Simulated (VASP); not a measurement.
# Pb (Fm-3m) in VASP: further runs, part 2 of 3

VASP 6.6.1.

## (3) Band structure, PBE

POSCAR

```
Pb
1.0
    0.0000000000      2.4750200000      2.4750200000
    2.4750200000      0.0000000000      2.4750200000
    2.4750200000      2.4750200000      0.0000000000
Pb
1
Direct
    0.0000000000      0.0000000000      0.0000000000
```

INCAR.step1

```
ALGO = Normal
EDIFF = 1E-7
ENCUT = 520
GGA = PE
ISIF = 2
ISMEAR = -1
LASPH = True
LCHARG = True
LREAL = False
LWAVE = False
NBANDS = 13
NELM = 80
PREC = Accurate
SIGMA = 0.05
```

KPOINTS.step1

```
k-points
0
Gamma
  9 9 9
```

INCAR.step2

```
ALGO = Normal
EDIFF = 1E-7
ENCUT = 520
GGA = PE
ICHARG = 11
ISIF = 2
ISMEAR = 0
LASPH = True
LCHARG = False
LREAL = False
LWAVE = False
NBANDS = 13
NELM = 80
PREC = Accurate
SIGMA = 0.05
```

KPOINTS.step2

```
path GXWKGLUWLK,UX
10
line-mode
reciprocal
 0.0000000000  0.0000000000  0.0000000000  G
 0.5000000000  0.0000000000  0.5000000000  X

 0.5000000000  0.0000000000  0.5000000000  X
 0.5000000000  0.2500000000  0.7500000000  W

 0.5000000000  0.2500000000  0.7500000000  W
 0.3750000000  0.3750000000  0.7500000000  K

 0.3750000000  0.3750000000  0.7500000000  K
 0.0000000000  0.0000000000  0.0000000000  G

 0.0000000000  0.0000000000  0.0000000000  G
 0.5000000000  0.5000000000  0.5000000000  L

 0.5000000000  0.5000000000  0.5000000000  L
 0.6250000000  0.2500000000  0.6250000000  U

 0.6250000000  0.2500000000  0.6250000000  U
 0.5000000000  0.2500000000  0.7500000000  W

 0.5000000000  0.2500000000  0.7500000000  W
 0.5000000000  0.5000000000  0.5000000000  L

 0.5000000000  0.5000000000  0.5000000000  L
 0.3750000000  0.3750000000  0.7500000000  K

 0.6250000000  0.2500000000  0.6250000000  U
 0.5000000000  0.0000000000  0.5000000000  X
```

Potentials or basis: VASP PAW PBE potentials, release 64 (Pb_d).

Run with:

```
> cat potpaw_PBE.64/Pb_d/POTCAR > POTCAR
> cp INCAR.step1 INCAR
> cp KPOINTS.step1 KPOINTS
> mpirun -np 1 vasp_std > vasp.out
> cp INCAR.step2 INCAR
> cp KPOINTS.step2 KPOINTS
> mpirun -np 1 vasp_std > vasp.out
```

OUTCAR:

```text
EDIFF = 1E-7
   ENCUT = 520
   GGA = PE
   ICHARG = 11
   ISIF = 2
   ISMEAR = 0
   LASPH = True
   LREAL = False
   NELM = 80
   PREC = Accurate

 ion  position               nearest neighbor table
   1  0.000  0.000  0.000-

  LATTYP: Found a face centered cubic cell.
 ALAT       =     4.9500400000

  Lattice vectors:

 A1 = (   0.0000000000,   2.4750200000,   2.4750200000)
 A2 = (   2.4750200000,   0.0000000000,   2.4750200000)
 A3 = (   2.4750200000,   2.4750200000,   0.0000000000)

Analysis of symmetry for initial positions (statically):
=====================================================================
 Subroutine PRICEL returns:
 Original cell was already a primitive cell.

 Routine SETGRP: Setting up the symmetry group for a
 face centered cubic supercell.

 Subroutine GETGRP returns: Found 48 space group operations
 (whereof 48 operations were pure point group operations)
 out of a pool of 48 trial point group operations.

The static configuration has the point symmetry O_h .

Analysis of symmetry for dynamics (positions and initial velocities):
=====================================================================
 Subroutine PRICEL returns:
 Original cell was already a primitive cell.

 Routine SETGRP: Setting up the symmetry group for a
 face centered cubic supercell.

 Subroutine GETGRP returns: Found 48 space group operations
 (whereof 48 operations were pure point group operations)
 out of a pool of 48 trial point group operations.

The dynamic configuration has the point symmetry O_h .

 Subroutine INISYM returns: Found 48 space group operations
 (whereof 48 operations are pure point group operations),
 and found     1 'primitive' translations

----------------------------------------------------------------------------------------

                                     Primitive cell

  volume of cell :      30.3226

  direct lattice vectors                    reciprocal lattice vectors
     0.000000000  2.475020000  2.475020000    -0.202018570  0.202018570  0.202018570
     2.475020000  0.000000000  2.475020000     0.202018570 -0.202018570  0.202018570
     2.475020000  2.475020000  0.000000000     0.202018570  0.202018570 -0.202018570

  length of vectors
     3.500206851  3.500206851  3.500206851     0.349906427  0.349906427  0.349906427

  position of ions in fractional coordinates (direct lattice)
     0.000000000  0.000000000  0.000000000

  ion indices of the primitive-cell ions
   primitive index   ion index
                 1           1

----------------------------------------------------------------------------------------

 KPOINTS: path GXWKGLUWLK,UX

Interpolating k-points between supplied coordinates.

 Line segments in fractional coordinates (reciprocal lattice):
    0.000000  0.000000  0.000000  ...  0.500000  0.000000  0.500000
    0.500000  0.000000  0.500000  ...  0.500000  0.250000  0.750000
    0.500000  0.250000  0.750000  ...  0.375000  0.375000  0.750000
    0.375000  0.375000  0.750000  ...  0.000000  0.000000  0.000000
    0.000000  0.000000  0.000000  ...  0.500000  0.500000  0.500000
    0.500000  0.500000  0.500000  ...  0.625000  0.250000  0.625000
    0.625000  0.250000  0.625000  ...  0.500000  0.250000  0.750000
    0.500000  0.250000  0.750000  ...  0.500000  0.500000  0.500000
    0.500000  0.500000  0.500000  ...  0.375000  0.375000  0.750000
    0.625000  0.250000  0.625000  ...  0.500000  0.000000  0.500000

 Generated    10 points on each line segment, for a total of    100 k-points:

 Following reciprocal coordinates:
            Coordinates               Weight
  0.000000  0.000000  0.000000      0.010000
  0.055556  0.000000  0.055556      0.010000
  0.111111  0.000000  0.111111      0.010000
  0.166667  0.000000  0.166667      0.010000
  0.222222  0.000000  0.222222      0.010000
  0.277778  0.000000  0.277778      0.010000
[... 16 lines left out ...]
  0.472222  0.277778  0.750000      0.010000
  0.458333  0.291667  0.750000      0.010000
 [... further k-points ...]
   k-points           NKPTS =    100   k-points in BZ     NKDIM =    100   number of bands    NBANDS=     13
   number of dos      NEDOS =    301   number of ions     NIONS =      1
   total plane-waves  NPLWV =  21952
   dimension x,y,z NGX =    28 NGY =   28 NGZ =   28
   dimension x,y,z NGXF=    56 NGYF=   56 NGZF=   56
   ions per type =               1
   NGX,Y,Z   is equivalent  to a cutoff of  13.30, 13.30, 13.30 a.u.
   NGXF,Y,Z  is equivalent  to a cutoff of  26.60, 26.60, 26.60 a.u.
 SYSTEM =  unknown system
   PREC   = accura    normal or accurate (medium, high low for compatibility)
   ISTART =      0    job   : 0-new  1-cont  2-samecut
   ICHARG =     11    charge: 1-file 2-atom 10-const
   ISPIN  =      1    spin polarized calculation?
   LNONCOLLINEAR =      F non collinear calculations
   LSORBIT =      F    spin-orbit coupling
   LASPH  =      T    aspherical Exc in radial PAW
   ENCUT  =  520.0 eV  38.22 Ry    6.18 a.u.   6.51  6.51  6.51*2*pi/ulx,y,z
   NELM   =     80;   NELMIN=  2; NELMDL=  0     # of ELM steps
   EDIFF  = 0.1E-06   stopping-criterion for ELM
   LREAL  =      F    real-space projection
   EDIFFG = 0.1E-05   stopping-criterion for IOM
   NSW    =      0    number of steps for IOM
   IBRION =     -1    ionic relax: 0-MD 1-quasi-New 2-CG
   NFREE  =      0    steps in history (QN), initial steepest desc. (CG)
   ISIF   =      2    stress and relaxation
   ISYM   =      2    0-nonsym 1-usesym 2-fastsym
   POTIM  = 0.5000    time-step for ionic-motion
   TEBEG  =    0.0;   TEEND  =   0.0 temperature during run
   PSTRESS=    0.0 pullay stress
   NELECT =      14.0000    total number of electrons
   NUPDOWN=      -1.0000    fix difference up-down
   EMIN   =  10.00;   EMAX   =-10.00  energy-range for DOS
   EFERMI =   0.00;   METHOD = LEGACY
   ISMEAR =     0;   SIGMA  =   0.05  broadening in eV -4-tet -1-fermi 0-gaus
   EFERMI_NEDOS =   21; number of points for ismear=-14 and -15
   IALGO  =     38    algorithm
   IMIX   =      4    mixing-type and parameters
     AMIX     =   0.40;   BMIX     =  1.00
     AMIX_MAG =   1.60;   BMIX_MAG =  1.00
  volume/ion in A,a.u.               =      30.32       204.63
  Fermi-wavevector in a.u.,A,eV,Ry     =   1.265306  2.391081 21.782907  1.600999
  Thomas-Fermi vector in A             =   2.398566
   LORBIT       =      0    0 simple, 1 ext, 2 COOP (PROOUT), +10 PAW based schemes
   GGA     = PE    functional components
   LHFCALC =     F    Hartree Fock is set to
   AEXX    =    0.0000 exact exchange contribution
   IVDW    =     0    specifies the selected vdW correction
   LEPSILON=     F    determine dielectric tensor
   LRPA    =     F    only Hartree local field effects (RPA)
 non-spin polarized calculation
 Gauss-broadening in eV      SIGMA  =   0.05
  energy-cutoff  :      520.00
  volume of cell :       30.32
 maximum number of plane-waves:       869
 NGX is ok and might be reduce to    28

 number of electron      13.9999999 magnetization

 Free energy of the ion-electron system (eV)
  ---------------------------------------------------
  ext. energy  EPLUGINS =         0.00000000
  ---------------------------------------------------
  free energy    TOTEN  =        -3.60010061 eV

  energy without entropy =       -3.59701439  energy(sigma->0) =       -3.59855750

 E-fermi :   6.1184     XC(G=0): -10.1859

 val. band max:        6.1122782245   @ k =   0.5833   0.2500   0.6667
 cond. band min:       6.1488874318   @ k =   0.5694   0.2500   0.6806
 fundamental gap:      0.0366092073
 Fermi energy:         6.1183525329

 k-point     1 :       0.0000    0.0000    0.0000
  band No.  band energies     occupation
      1      -9.7942      2.00000
      2      -9.7942      2.00000
      3      -9.7942      2.00000
      4      -9.6537      2.00000
      5      -9.6537      2.00000
      6      -4.4737      2.00000
      7      14.6991      0.00000
      8      14.6991      0.00000
      9      14.6991      0.00000
     10      17.0446      0.00000
     11      18.6200      0.00000
     12      19.7653      0.00000
     13      19.7653      0.00000
[... 353 lines left out ...]
 k-point    24 :       0.4583    0.2917    0.7500
  band No.  band energies     occupation
      1      -9.8129      2.00000
      2      -9.7640      2.00000
      3      -9.6723      2.00000
      4      -9.6014      2.00000
      5      -9.4920      2.00000
      6       0.6055      2.00000
      7       5.4090      2.00000
      8       6.2020      0.01805
      9       8.1244      0.00000
     10      16.7300      0.00000
     11      18.8776      0.00000
     12      20.7989      0.00000
     13      21.0264      0.00000

 [... further k-points ...]

------------------------ aborting loop because EDIFF is reached ----------------------------------------

  FORCE on cell =-STRESS in cart. coord.  units (eV):
  Direction    XX          YY          ZZ          XY          YZ          ZX
  --------------------------------------------------------------------------------------
  -------------------------------------------------------------------------------------
  Total        1.3338687      1.3338687      1.3338687      0.0000000     -0.0000000      0.0000000
  in kB       70.4786438     70.4786438     70.4786438      0.0000000     -0.0000000      0.0000000
  external PRESSURE =      70.4786438 kB  Pullay stress =       0.0000000 kB

 VOLUME and BASIS-vectors are now :
 -----------------------------------------------------------------------------
  energy-cutoff  :      520.00
  volume of cell :       30.32
      direct lattice vectors                 reciprocal lattice vectors
     0.000000000  2.475020000  2.475020000    -0.202018570  0.202018570  0.202018570
     2.475020000  0.000000000  2.475020000     0.202018570 -0.202018570  0.202018570
     2.475020000  2.475020000  0.000000000     0.202018570  0.202018570 -0.202018570

 POSITION                                       TOTAL-FORCE (eV/Angst)
 -----------------------------------------------------------------------------------
      0.00000      0.00000      0.00000         0.000000      0.000000     -0.000000
 -----------------------------------------------------------------------------------
    total drift:                               -0.000000     -0.000000     -0.000000

  FREE ENERGIE OF THE ION-ELECTRON SYSTEM (eV)
  ---------------------------------------------------
  free  energy   TOTEN  =        -3.6001006062 eV

  energy  without entropy=       -3.5970143855  energy(sigma->0) =       -3.59855750
```

Run time: 18 s. Hardware: 1 thread of Intel Xeon 6975P-C (Granite Rapids), shared host; peak memory 0.17 GiB.

Results:

```yaml
Band_gap_along_the_path: none (metal or under the smearing width)
```

Levels at the corners of the path, in eV from the Fermi level:
```csv
point,band 3,band 4,band 5,band 6,band 7,band 8,band 9,band 10,band 11,band 12
Γ,-16.93,-16.79,-16.79,-11.61,7.56,7.56,7.56,9.90,11.48,12.63
X,-16.67,-16.63,-16.63,-6.58,-3.13,2.19,2.19,5.52,6.79,18.40
X,-16.67,-16.63,-16.63,-6.58,-3.13,2.19,2.19,5.52,6.79,18.40
W,-16.87,-16.75,-16.63,-6.47,-1.23,-1.23,0.41,11.00,12.31,12.31
W,-16.87,-16.75,-16.63,-6.47,-1.23,-1.23,0.41,11.00,12.31,12.31
K,-16.73,-16.73,-16.67,-6.66,-2.14,-1.08,3.12,6.61,11.49,16.38
K,-16.73,-16.73,-16.67,-6.66,-2.14,-1.08,3.12,6.61,11.49,16.38
Γ,-16.93,-16.79,-16.79,-11.61,7.56,7.56,7.56,9.90,11.48,12.63
Γ,-16.93,-16.79,-16.79,-11.61,7.56,7.56,7.56,9.90,11.48,12.63
L,-16.92,-16.66,-16.66,-7.99,-4.06,5.72,5.72,9.38,9.61,11.35
L,-16.92,-16.66,-16.66,-7.99,-4.06,5.72,5.72,9.38,9.61,11.35
U,-16.73,-16.73,-16.67,-6.66,-2.14,-1.08,3.12,6.61,11.49,16.38
U,-16.73,-16.73,-16.67,-6.66,-2.14,-1.08,3.12,6.61,11.49,16.38
W,-16.87,-16.75,-16.63,-6.47,-1.23,-1.23,0.41,11.00,12.31,12.31
W,-16.87,-16.75,-16.63,-6.47,-1.23,-1.23,0.41,11.00,12.31,12.31
L,-16.92,-16.66,-16.66,-7.99,-4.06,5.72,5.72,9.38,9.61,11.35
L,-16.92,-16.66,-16.66,-7.99,-4.06,5.72,5.72,9.38,9.61,11.35
K,-16.73,-16.73,-16.67,-6.66,-2.14,-1.08,3.12,6.61,11.49,16.38
U,-16.73,-16.73,-16.67,-6.66,-2.14,-1.08,3.12,6.61,11.49,16.38
X,-16.67,-16.63,-16.63,-6.58,-3.13,2.19,2.19,5.52,6.79,18.40
```

Caveat: the log is that of the step along the path at fixed density, whose energy, stress, charges and moments have no meaning; spin-orbit coupling is left out, which moves the levels of the heavy elements.

## (4) Band structure, PBE

POSCAR is that of step 3.

INCAR.step1

```
SYSTEM = Pb
PREC = Accurate
ENCUT = 600
EDIFF = 1E-6
ISMEAR = -1
SIGMA = 0.05
LREAL = .FALSE.
LASPH = .TRUE.
NELM = 60
ALGO = Normal
ISIF = 2
LWAVE = .FALSE.
LCHARG = .TRUE.
GGA = PE
NBANDS = 14
```

KPOINTS.step1

```
Automatic mesh
0
G
  9 9 9
  0 0 0
```

INCAR.step2

```
SYSTEM = Pb
PREC = Accurate
ENCUT = 600
EDIFF = 1E-6
ISMEAR = 0
SIGMA = 0.05
LREAL = .FALSE.
LASPH = .TRUE.
NELM = 60
ALGO = Normal
ISIF = 2
LWAVE = .FALSE.
LCHARG = .FALSE.
GGA = PE
NBANDS = 14
ICHARG = 11
```

KPOINTS.step2 is that of step 3.

Potentials or basis: VASP PAW PBE potentials, release 64 (Pb_d_GW).

Run with:

```
> cat potpaw_PBE.64/Pb_d_GW/POTCAR > POTCAR
> cp INCAR.step1 INCAR
> cp KPOINTS.step1 KPOINTS
> mpirun -np 1 vasp_std > vasp.out
> cp INCAR.step2 INCAR
> cp KPOINTS.step2 KPOINTS
> mpirun -np 1 vasp_std > vasp.out
```

It took 22 s on 1 thread of Intel Xeon 6975P-C (Granite Rapids), shared host; peak memory 0.2 GiB.

Results (log left out):

- Band gap along the path: none (metal or under the smearing width)

Levels at the corners of the path, in eV from the Fermi level:
```csv
point,band 5,band 6,band 7,band 8,band 9,band 10,band 11,band 12
Γ,-16.75,-16.75,-11.62,7.55,7.55,7.55,9.89,11.48
X,-16.58,-16.58,-6.58,-3.13,2.19,2.19,5.53,6.80
X,-16.58,-16.58,-6.58,-3.13,2.19,2.19,5.53,6.80
W,-16.70,-16.58,-6.48,-1.23,-1.23,0.41,11.00,12.30
W,-16.70,-16.58,-6.48,-1.23,-1.23,0.41,11.00,12.30
K,-16.68,-16.62,-6.67,-2.14,-1.08,3.12,6.62,11.49
K,-16.68,-16.62,-6.67,-2.14,-1.08,3.12,6.62,11.49
Γ,-16.75,-16.75,-11.62,7.55,7.55,7.55,9.89,11.48
Γ,-16.75,-16.75,-11.62,7.55,7.55,7.55,9.89,11.48
L,-16.62,-16.62,-7.99,-4.07,5.72,5.72,9.37,9.61
L,-16.62,-16.62,-7.99,-4.07,5.72,5.72,9.37,9.61
U,-16.68,-16.62,-6.67,-2.14,-1.08,3.12,6.62,11.49
U,-16.68,-16.62,-6.67,-2.14,-1.08,3.12,6.62,11.49
W,-16.70,-16.58,-6.48,-1.23,-1.23,0.41,11.00,12.30
W,-16.70,-16.58,-6.48,-1.23,-1.23,0.41,11.00,12.30
L,-16.62,-16.62,-7.99,-4.07,5.72,5.72,9.37,9.61
L,-16.62,-16.62,-7.99,-4.07,5.72,5.72,9.37,9.61
K,-16.68,-16.62,-6.67,-2.14,-1.08,3.12,6.62,11.49
U,-16.68,-16.62,-6.67,-2.14,-1.08,3.12,6.62,11.49
X,-16.58,-16.58,-6.58,-3.13,2.19,2.19,5.53,6.80
```

Caveat: the log is that of the step along the path at fixed density, whose energy, stress, charges and moments have no meaning; spin-orbit coupling is left out, which moves the levels of the heavy elements.

## (5) Band structure, PBE

INCAR

```
PREC     = Accurate       # precision mode
ENCUT    = 550            # plane-wave cutoff, eV
EDIFF    = 1E-7           # SCF threshold, eV
ISMEAR   = -1             # smearing method
SIGMA    = 0.05           # smearing width, eV
LREAL    = F              # projectors in reciprocal space
LASPH    = T              # aspherical terms in the spheres
NELM     = 100            # most SCF steps
ALGO     = Fast           # electronic algorithm
ISIF     = 2              # what is computed and relaxed
LWAVE    = F              # write WAVECAR
LCHARG   = F              # write CHGCAR
GGA      = PE             # functional
```

KPOINTS

```
Automatic mesh
0
Gamma
  9 9 9
```

POSCAR is that of step 4.

KPOINTS_OPT

```
path GXWKGLUWLK,UX
20
line-mode
reciprocal
 0.0000000000  0.0000000000  0.0000000000  G
 0.5000000000  0.0000000000  0.5000000000  X

 0.5000000000  0.0000000000  0.5000000000  X
 0.5000000000  0.2500000000  0.7500000000  W

 0.5000000000  0.2500000000  0.7500000000  W
 0.3750000000  0.3750000000  0.7500000000  K

 0.3750000000  0.3750000000  0.7500000000  K
 0.0000000000  0.0000000000  0.0000000000  G

 0.0000000000  0.0000000000  0.0000000000  G
 0.5000000000  0.5000000000  0.5000000000  L

 0.5000000000  0.5000000000  0.5000000000  L
 0.6250000000  0.2500000000  0.6250000000  U

 0.6250000000  0.2500000000  0.6250000000  U
 0.5000000000  0.2500000000  0.7500000000  W

 0.5000000000  0.2500000000  0.7500000000  W
 0.5000000000  0.5000000000  0.5000000000  L

 0.5000000000  0.5000000000  0.5000000000  L
 0.3750000000  0.3750000000  0.7500000000  K

 0.6250000000  0.2500000000  0.6250000000  U
 0.5000000000  0.0000000000  0.5000000000  X
```

Run with:

```
> cat potpaw_PBE.64/Pb_d_GW/POTCAR > POTCAR
> mpirun -np 1 vasp_std > vasp.out
```

Run time: 34 s. Hardware: 1 thread of Intel Xeon 6975P-C (Granite Rapids), shared host; peak memory 0.17 GiB.

The run converged. Its results:

* Free energy: -3.5679 eV
* Pressure: 2.2 GPa
* Band gap along the path: none (metal or under the smearing width)

Levels at the corners of the path, in eV from the Fermi level:
```csv
point,band 6,band 7,band 8,band 9,band 10,band 11
Γ,-16.75,-11.62,7.55,7.55,7.55,9.89
X,-16.58,-6.58,-3.13,2.19,2.19,5.53
X,-16.58,-6.58,-3.13,2.19,2.19,5.53
W,-16.58,-6.48,-1.23,-1.23,0.41,11.00
W,-16.58,-6.48,-1.23,-1.23,0.41,11.00
K,-16.62,-6.67,-2.14,-1.08,3.12,6.62
K,-16.62,-6.67,-2.14,-1.08,3.12,6.62
Γ,-16.75,-11.62,7.55,7.55,7.55,9.89
Γ,-16.75,-11.62,7.55,7.55,7.55,9.89
L,-16.62,-7.99,-4.07,5.72,5.72,9.37
L,-16.62,-7.99,-4.07,5.72,5.72,9.37
U,-16.62,-6.67,-2.14,-1.08,3.12,6.62
U,-16.62,-6.67,-2.14,-1.08,3.12,6.62
W,-16.58,-6.48,-1.23,-1.23,0.41,11.00
W,-16.58,-6.48,-1.23,-1.23,0.41,11.00
L,-16.62,-7.99,-4.07,5.72,5.72,9.37
L,-16.62,-7.99,-4.07,5.72,5.72,9.37
K,-16.62,-6.67,-2.14,-1.08,3.12,6.62
U,-16.62,-6.67,-2.14,-1.08,3.12,6.62
X,-16.58,-6.58,-3.13,2.19,2.19,5.53
```

Caveat: spin-orbit coupling is left out, which moves the levels of the heavy elements.

(Part 2 of 3 ends here.)
